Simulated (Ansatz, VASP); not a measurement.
## NaI in VASP and in Ansatz

```
Na I
1.0
     2.21451   -3.78000    0.00000
     2.21451    3.78000    0.00000
     0.00000    0.00000    4.42903
Na I
1 1
Direct
  0.00000 0.00000 0.00000
  0.50000 0.50000 0.50000
```

Alike in both runs: task relaxation of cell and atoms; functional PBE; dispersion D3(BJ); k mesh 6 × 6 × 6; occupations gaussian, width 0.02 eV; no spin polarisation.

|  | VASP | Ansatz |
| --- | --- | --- |
| version | VASP 6.6.1 | Ansatz 0.2.0 |
| potentials or method | VASP PAW PBE potentials, release 64 (Na_pv, I) | scalar-relativistic, plane waves, PAW |
| plane-wave cutoff (eV) | 600 | 420 |
| valence electrons in the cell | 14 | 26 |

|  | VASP | Ansatz | Ansatz less VASP |
| --- | --- | --- | --- |
| gap on the k mesh at the Fermi level, each at its own relaxed structure (eV) | 2.48 | 2.49 | +0.004 |
| relaxed volume (Å³/atom) | 33.19 | 33.22 | +0.026 |
| relaxed cell length with the largest relative difference (Å) | 4.100 | 4.105 | +0.0044 |
| energy change over the relaxation (meV/atom) | -22 | -22 | +0.1 |

The two sets of potentials don't hold the same shells in valence.

Caveats: spin-orbit coupling is left out, which moves the levels of the heavy elements. A k mesh can miss the band edges.
